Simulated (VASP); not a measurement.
# Os (P6_3/mmc) in VASP: a series of runs

One crystal, Os, is run at these levels: r2SCAN, PW91; tasks: band structure.

Everything below comes from runs of VASP 6.6.1. Logs are shortened: lines on timing, memory, paths and dates and some standing lists are left out, and cuts for length are marked.

## (1) The crystal as given

Symmetry: P6_3/mmc, No. 194, hexagonal system. The conventional cell has a = 2.734 Å, b = 2.734 Å, c = 4.320 Å, α = 90.00°, β = 90.00°, γ = 120.00°. Os (site symmetry -6m2) has 12 Os at 2.68 to 2.73 Å as nearest neighbours.

## (2) Band structure, r2SCAN

INCAR

```
SYSTEM = Os
PREC     = Accurate       ! precision mode
ENCUT    = 520            ! plane-wave cutoff, eV
EDIFF    = 1E-7           ! SCF threshold, eV
ISMEAR   = -1             ! smearing method
SIGMA    = 0.05           ! smearing width, eV
LREAL    = .FALSE.        ! projectors in reciprocal space
LASPH    = .TRUE.         ! aspherical terms in the spheres
NELM     = 80             ! most SCF steps
ALGO     = Normal         ! electronic algorithm
ISIF     = 2              ! what is computed and relaxed
LWAVE    = .FALSE.        ! write WAVECAR
LCHARG   = .FALSE.        ! write CHGCAR
LMAXMIX  = 4              ! l up to which the mixer works
METAGGA  = R2SCAN         ! meta-GGA
LMIXTAU  = .TRUE.       
NBANDS   = 15             ! bands
```

KPOINTS

```
Automatic mesh
0
G
  11 11 6
  0 0 0
```

POSCAR

```
Os
1.0
    2.7341000000      0.0000000000      0.0000000000
   -1.3670500000      2.3678000565      0.0000000000
    0.0000000000      0.0000000000      4.3197000000
Os
2
Direct
    0.6666666667      0.3333333333      0.7500000000
    0.3333333333      0.6666666667      0.2500000000
```

KPOINTS_OPT

```
path GMKGALHA,LM,KH
20
line-mode
reciprocal
 0.0000000000  0.0000000000  0.0000000000  G
 0.5000000000  0.0000000000  0.0000000000  M

 0.5000000000  0.0000000000  0.0000000000  M
 0.3333333333  0.3333333333  0.0000000000  K

 0.3333333333  0.3333333333  0.0000000000  K
 0.0000000000  0.0000000000  0.0000000000  G

 0.0000000000  0.0000000000  0.0000000000  G
 0.0000000000  0.0000000000  0.5000000000  A

 0.0000000000  0.0000000000  0.5000000000  A
 0.5000000000  0.0000000000  0.5000000000  L

 0.5000000000  0.0000000000  0.5000000000  L
 0.3333333333  0.3333333333  0.5000000000  H

 0.3333333333  0.3333333333  0.5000000000  H
 0.0000000000  0.0000000000  0.5000000000  A

 0.5000000000  0.0000000000  0.5000000000  L
 0.5000000000  0.0000000000  0.0000000000  M

 0.3333333333  0.3333333333  0.0000000000  K
 0.3333333333  0.3333333333  0.5000000000  H
```

Potentials or basis: VASP PAW PBE potentials, release 64 (Os).

On the command line:

```bash
cat potpaw_PBE.64/Os/POTCAR > POTCAR
mpirun -np 1 vasp_std > vasp.out
```

OUTCAR:

```text
SYSTEM = Os
   PREC = Accurate
   ENCUT = 520
   EDIFF = 1E-7
   ISMEAR = -1
   LREAL = .FALSE.
   LASPH = .TRUE.
   NELM = 80
   ISIF = 2
   METAGGA = R2SCAN

 ion  position               nearest neighbor table
   1  0.667  0.333  0.750-   2 2.68   2 2.68   2 2.68   2 2.68   2 2.68   2 2.68
   2  0.333  0.667  0.250-   1 2.68   1 2.68   1 2.68   1 2.68   1 2.68   1 2.68

  LATTYP: Found a hexagonal cell.
 ALAT       =     2.7341000000
 C/A-ratio  =     1.5799348963

  Lattice vectors:

 A1 = (   2.7341000000,   0.0000000000,   0.0000000000)
 A2 = (  -1.3670500000,   2.3678000565,   0.0000000000)
 A3 = (   0.0000000000,   0.0000000000,   4.3197000000)

Analysis of symmetry for initial positions (statically):
=====================================================================
 Subroutine PRICEL returns:
 Original cell was already a primitive cell.

 Routine SETGRP: Setting up the symmetry group for a
 hexagonal supercell.

 Subroutine GETGRP returns: Found 24 space group operations
 (whereof 12 operations were pure point group operations)
 out of a pool of 24 trial point group operations.

The static configuration has the point symmetry D_3d.
 The point group associated with its full space group is D_6h.

Analysis of symmetry for dynamics (positions and initial velocities):
=====================================================================
 Subroutine PRICEL returns:
 Original cell was already a primitive cell.

 Routine SETGRP: Setting up the symmetry group for a
 hexagonal supercell.

 Subroutine GETGRP returns: Found 24 space group operations
 (whereof 12 operations were pure point group operations)
 out of a pool of 24 trial point group operations.

The dynamic configuration has the point symmetry D_3d.
 The point group associated with its full space group is D_6h.

 Subroutine INISYM returns: Found 24 space group operations
 (whereof 12 operations are pure point group operations),
 and found     1 'primitive' translations

----------------------------------------------------------------------------------------

                                     Primitive cell

  volume of cell :      27.9649

  direct lattice vectors                    reciprocal lattice vectors
     2.734100000  0.000000000  0.000000000     0.365751070  0.211166479  0.000000000
    -1.367050000  2.367800057  0.000000000     0.000000000  0.422332957  0.000000000
     0.000000000  0.000000000  4.319700000     0.000000000  0.000000000  0.231497558

  length of vectors
     2.734100000  2.734100000  4.319700000     0.422332957  0.422332957  0.231497558

  position of ions in fractional coordinates (direct lattice)
     0.666666667  0.333333333  0.750000000
     0.333333333  0.666666667  0.250000000

  ion indices of the primitive-cell ions
   primitive index   ion index
                 1           1
                 2           2

----------------------------------------------------------------------------------------

 KPOINTS: Automatic mesh

Automatic generation of k-mesh.
 Grid dimensions read from file:
 generate k-points for:   11   11    6

 Generating k-lattice:

  Cartesian coordinates                     Fractional coordinates (reciprocal lattice)
     0.033250097  0.019196953  0.000000000     0.090909091 -0.000000000  0.000000000
     0.000000000  0.038393905  0.000000000     0.000000000  0.090909091  0.000000000
     0.000000000  0.000000000  0.038582926     0.000000000  0.000000000  0.166666667

  Length of vectors
     0.038393905  0.038393905  0.038582926

  Shift w.r.t. Gamma in fractional coordinates (k-lattice)
     0.000000000  0.000000000  0.000000000

 Subroutine IBZKPT returns following result:
 ===========================================

 Found     64 irreducible k-points:

 Following reciprocal coordinates:
            Coordinates               Weight
  0.000000  0.000000  0.000000      1.000000
  0.090909  0.000000  0.000000      6.000000
  0.181818  0.000000  0.000000      6.000000
  0.272727 -0.000000  0.000000      6.000000
  0.363636 -0.000000  0.000000      6.000000
  0.454545  0.000000  0.000000      6.000000
[... 42 lines left out ...]
  0.000000  0.000000  0.500000      1.000000
  0.090909  0.000000  0.500000      6.000000
 [... further k-points ...]
   k-points           NKPTS =     64   k-points in BZ     NKDIM =     64   number of bands    NBANDS=     15
   number of dos      NEDOS =    301   number of ions     NIONS =      2
   total plane-waves  NPLWV =  12800
   dimension x,y,z NGX =    20 NGY =   20 NGZ =   32
   dimension x,y,z NGXF=    40 NGYF=   40 NGZF=   64
   ions per type =               2
   NGX,Y,Z   is equivalent  to a cutoff of  12.16, 12.16, 12.32 a.u.
   NGXF,Y,Z  is equivalent  to a cutoff of  24.32, 24.32, 24.63 a.u.
 SYSTEM =  Os
   PREC   = accura    normal or accurate (medium, high low for compatibility)
   ISTART =      0    job   : 0-new  1-cont  2-samecut
   ICHARG =      2    charge: 1-file 2-atom 10-const
[... 65 lines left out ...]
      3       6.0980      2.00000
      4       6.0980      2.00000
      5       6.3598      2.00000
      6       6.9661      2.00000
      7       6.9661      2.00000
      8       7.6277      2.00000
      9       7.6277      2.00000
     10       9.2752      0.48685
     11      11.0218      0.00000
     12      11.0218      0.00000
     13      18.8414      0.00000
     14      24.0515      0.00000
     15      26.8459      0.00000

 k-point     2 :       0.0909    0.0000    0.0000
  band No.  band energies     occupation
      1      -1.8211      2.00000
      2       1.4329      2.00000
      3       5.5140      2.00000
      4       6.4045      2.00000
      5       6.7269      2.00000
      6       6.8994      2.00000
      7       7.1335      2.00000
      8       7.2516      2.00000
      9       7.3900      2.00000
     10       8.1690      2.00000
     11      11.1829      0.00000
     12      12.7156      0.00000
     13      18.8073      0.00000
     14      24.7499      0.00000
     15      27.2844      0.00000

 k-point     3 :       0.1818    0.0000    0.0000
  band No.  band energies     occupation
      1      -0.8597      2.00000
      2       2.1458      2.00000
      3       4.8330      2.00000
      4       5.6004      2.00000
      5       6.2888      2.00000
      6       6.8529      2.00000
      7       7.2908      2.00000
      8       7.5424      2.00000
      9       7.6746      2.00000
     10       8.0701      2.00000
     11      11.5105      0.00000
     12      15.2047      0.00000
     13      18.6179      0.00000
     14      25.7999      0.00000
     15      27.5359      0.00000

 k-point     4 :       0.2727   -0.0000    0.0000
  band No.  band energies     occupation
      1       0.4207      2.00000
      2       2.4635      2.00000
      3       4.1523      2.00000
      4       4.7752      2.00000
      5       6.1435      2.00000
      6       6.2801      2.00000
      7       7.1047      2.00000
      8       8.6394      1.99998
      9       8.8551      1.99861
     10       9.2958      0.35134
     11      11.8009      0.00000
     12      17.7293      0.00000
     13      18.2937      0.00000
     14      23.1799      0.00000
     15      25.8981      0.00000
[... 595 lines left out ...]
 k-point    38 :       0.4545    0.0000    0.3333
  band No.  band energies     occupation
      1       1.1716      2.00000
      2       2.0186      2.00000
      3       3.4717      2.00000
      4       4.0876      2.00000
      5       6.7029      2.00000
      6       7.4815      2.00000
      7       9.5856      0.00129
      8       9.6621      0.00028
      9      11.4671      0.00000
     10      11.7852      0.00000
     11      11.8178      0.00000
     12      14.0846      0.00000
     13      18.7368      0.00000
     14      20.1061      0.00000
     15      25.0514      0.00000

 k-point    39 :       0.0909    0.0909    0.3333
  band No.  band energies     occupation
      1       0.0563      2.00000
      2       2.0536      2.00000
      3       4.5238      2.00000
      4       5.0915      2.00000
      5       5.5221      2.00000
      6       6.3916      2.00000
      7       6.7005      2.00000
      8       7.0018      2.00000
      9       9.0110      1.96897
     10       9.3269      0.20553
     11      10.9107      0.00000
     12      11.9904      0.00000
     13      23.1773      0.00000
     14      24.9528      0.00000
     15      26.7653      0.00000

 k-point    40 :       0.1818    0.0909    0.3333
  band No.  band energies     occupation
      1       0.9359      2.00000
      2       2.9015      2.00000
      3       3.7054      2.00000
      4       4.7084      2.00000
      5       5.3558      2.00000
      6       6.4095      2.00000
      7       6.8293      2.00000
      8       7.8382      2.00000
      9       9.3727      0.08761
     10       9.7342      0.00007
     11      10.9763      0.00000
     12      12.9556      0.00000
     13      22.6016      0.00000
     14      25.7915      0.00000
     15      26.9715      0.00000

 [... further k-points ...]

------------------------ aborting loop because EDIFF is reached ----------------------------------------

  FORCE on cell =-STRESS in cart. coord.  units (eV):
  Direction    XX          YY          ZZ          XY          YZ          ZX
  --------------------------------------------------------------------------------------
  -------------------------------------------------------------------------------------
  Total        0.3981178      0.3981178      0.2951536     -0.0000000      0.0000000      0.0000000
  in kB       22.8091514     22.8091514     16.9100802     -0.0000000      0.0000000      0.0000000
  external PRESSURE =      20.8427943 kB  Pullay stress =       0.0000000 kB

 VOLUME and BASIS-vectors are now :
 -----------------------------------------------------------------------------
  energy-cutoff  :      520.00
  volume of cell :       27.96
      direct lattice vectors                 reciprocal lattice vectors
     2.734100000  0.000000000  0.000000000     0.365751070  0.211166479  0.000000000
    -1.367050000  2.367800057  0.000000000     0.000000000  0.422332957  0.000000000
     0.000000000  0.000000000  4.319700000     0.000000000  0.000000000  0.231497558

 POSITION                                       TOTAL-FORCE (eV/Angst)
 -----------------------------------------------------------------------------------
      1.36705      0.78927      3.23977        -0.000000      0.000000      0.000000
     -0.00000      1.57853      1.07993         0.000000     -0.000000      0.000000
 -----------------------------------------------------------------------------------
    total drift:                               -0.000000      0.000000     -0.000000

  FREE ENERGIE OF THE ION-ELECTRON SYSTEM (eV)
  ---------------------------------------------------
  free  energy   TOTEN  =      -105.9962137989 eV

  energy  without entropy=     -105.9837519062  energy(sigma->0) =     -105.98998285
```

Run time: 2 min. Hardware: 1 thread of AMD EPYC 9R45 (Zen 5), shared host; peak memory 0.13 GiB.

What came out:

| Property | Result |
| --- | --- |
| Free energy | -105.9962 eV |
| Pressure | 2.1 GPa |
| Band gap along the path | none (metal or under the smearing width) |

Stress tensor (GPa, compression positive):
```
2.28 0.00 0.00
0.00 2.28 0.00
0.00 0.00 1.69
```

Levels at the corners of the path, in eV from the Fermi level:
| point | band 5 | band 6 | band 7 | band 8 | band 9 | band 10 | band 11 | band 12 |
| --- | --- | --- | --- | --- | --- | --- | --- | --- |
| Γ | -2.86 | -2.25 | -2.25 | -1.59 | -1.59 | 0.06 | 1.80 | 1.80 |
| M | -3.00 | -2.66 | -1.91 | 2.17 | 2.75 | 2.86 | 4.65 | 6.03 |
| M | -3.00 | -2.66 | -1.91 | 2.17 | 2.75 | 2.86 | 4.65 | 6.03 |
| K | -3.56 | -3.56 | -1.35 | 1.61 | 1.61 | 2.18 | 5.79 | 5.79 |
| K | -3.56 | -3.56 | -1.35 | 1.61 | 1.61 | 2.18 | 5.79 | 5.79 |
| Γ | -2.86 | -2.25 | -2.25 | -1.59 | -1.59 | 0.06 | 1.80 | 1.80 |
| Γ | -2.86 | -2.25 | -2.25 | -1.59 | -1.59 | 0.06 | 1.80 | 1.80 |
| A | -3.33 | -3.33 | -3.33 | -3.33 | 0.97 | 0.97 | 0.97 | 0.97 |
| A | -3.33 | -3.33 | -3.33 | -3.33 | 0.97 | 0.97 | 0.97 | 0.97 |
| L | -1.22 | -1.22 | -0.13 | -0.13 | 2.52 | 2.52 | 3.48 | 3.48 |
| L | -1.22 | -1.22 | -0.13 | -0.13 | 2.52 | 2.52 | 3.48 | 3.48 |
| H | -3.56 | -3.56 | -1.37 | -1.37 | 1.76 | 1.76 | 8.76 | 8.76 |
| H | -3.56 | -3.56 | -1.37 | -1.37 | 1.76 | 1.76 | 8.76 | 8.76 |
| A | -3.33 | -3.33 | -3.33 | -3.33 | 0.97 | 0.97 | 0.97 | 0.97 |
| L | -1.22 | -1.22 | -0.13 | -0.13 | 2.52 | 2.52 | 3.48 | 3.48 |
| M | -3.00 | -2.66 | -1.91 | 2.17 | 2.75 | 2.86 | 4.65 | 6.03 |
| K | -3.56 | -3.56 | -1.35 | 1.61 | 1.61 | 2.18 | 5.79 | 5.79 |
| H | -3.56 | -3.56 | -1.37 | -1.37 | 1.76 | 1.76 | 8.76 | 8.76 |

Caveat: the PAW data sets were made with another functional, which shifts forces and pressure a little; spin-orbit coupling is left out, which moves the levels of the heavy elements.

## (3) Band structure, PW91

INCAR

```
SYSTEM = Os
ALGO = Normal ; EDIFF = 1E-6
ENCUT = 520 ; GGA = 91
ISIF = 2 ; ISMEAR = -1
LASPH = .TRUE. ; LCHARG = .FALSE.
LMAXMIX = 4 ; LREAL = .FALSE.
LWAVE = .FALSE. ; NELM = 100
PREC = Accurate ; SIGMA = 0.05
```

KPOINTS

```
k-points
0
G
  11 11 6
  0 0 0
```

POSCAR is that of step 2.

KPOINTS_OPT is that of step 2.

Potentials or basis: VASP PAW PBE potentials, release 64 (Os).

On the command line:

```bash
cat potpaw_PBE.64/Os/POTCAR > POTCAR
mpirun -np 1 vasp_std > vasp.out
```

Run time: 26 s. Hardware: 1 thread of Intel Xeon Platinum 8559C (Emerald Rapids), shared host; peak memory 0.16 GiB.

Results (log left out):

```
Free energy             : -22.3104 eV
Pressure                : 13.3 GPa
Band gap along the path : none (metal or under the smearing width)
```

Stress tensor (GPa, compression positive):
```
13.13  0.00  0.00
 0.00 13.13  0.00
 0.00  0.00 13.51
```

Levels at the corners of the path, in eV from the Fermi level:
```csv
point,band 4,band 5,band 6,band 7,band 8,band 9,band 10,band 11,band 12
Γ,-3.02,-2.77,-2.18,-2.18,-1.53,-1.53,0.15,1.74,1.74
M,-3.53,-2.82,-2.53,-1.84,2.10,2.66,2.78,4.50,5.81
M,-3.53,-2.82,-2.53,-1.84,2.10,2.66,2.78,4.50,5.81
K,-4.56,-3.40,-3.40,-1.29,1.54,1.54,2.12,5.48,5.48
K,-4.56,-3.40,-3.40,-1.29,1.54,1.54,2.12,5.48,5.48
Γ,-3.02,-2.77,-2.18,-2.18,-1.53,-1.53,0.15,1.74,1.74
Γ,-3.02,-2.77,-2.18,-2.18,-1.53,-1.53,0.15,1.74,1.74
A,-3.53,-3.22,-3.22,-3.22,-3.22,0.94,0.94,0.94,0.94
A,-3.53,-3.22,-3.22,-3.22,-3.22,0.94,0.94,0.94,0.94
L,-5.31,-1.17,-1.17,-0.07,-0.07,2.43,2.43,3.39,3.39
L,-5.31,-1.17,-1.17,-0.07,-0.07,2.43,2.43,3.39,3.39
H,-4.90,-3.37,-3.37,-1.32,-1.32,1.69,1.69,8.46,8.46
H,-4.90,-3.37,-3.37,-1.32,-1.32,1.69,1.69,8.46,8.46
A,-3.53,-3.22,-3.22,-3.22,-3.22,0.94,0.94,0.94,0.94
L,-5.31,-1.17,-1.17,-0.07,-0.07,2.43,2.43,3.39,3.39
M,-3.53,-2.82,-2.53,-1.84,2.10,2.66,2.78,4.50,5.81
K,-4.56,-3.40,-3.40,-1.29,1.54,1.54,2.12,5.48,5.48
H,-4.90,-3.37,-3.37,-1.32,-1.32,1.69,1.69,8.46,8.46
```

Caveat: the PAW data sets were made with another functional, which shifts forces and pressure a little; spin-orbit coupling is left out, which moves the levels of the heavy elements.

## (4) The reference run

An earlier run on the cell as given: functional PBE; potentials or basis VASP PAW PBE potentials, release 64 (Os); cutoff 520 eV; k mesh 11 × 11 × 6; occupations fermi-dirac, width 0.05 eV; no spin polarisation.

* Pressure: 8.9 GPa
* Band gap on the k mesh: none (metal or under the smearing width)

## (5) Summary

```tsv
task	level	pressure (GPa)
band structure	r2SCAN	2.1
band structure	PW91	13.3
single point	PBE	8.9
```

Alike in all rows: potentials or basis VASP PAW PBE potentials, release 64 (Os); no spin polarisation; cell as given; k mesh 11 × 11 × 6; cutoff (eV) 520; smearing fermi-dirac 0.05 eV.

The pressure there spans 2.1 GPa (r2SCAN) to 13.3 GPa (PW91); a positive pressure means that this level wants a larger cell, a negative one a smaller.

Caveats: the PAW data sets were made with another functional, which shifts forces and pressure a little (some runs); spin-orbit coupling is left out, which moves the levels of the heavy elements (some runs).

Absolute energies hang on the potentials; compare differences alone.
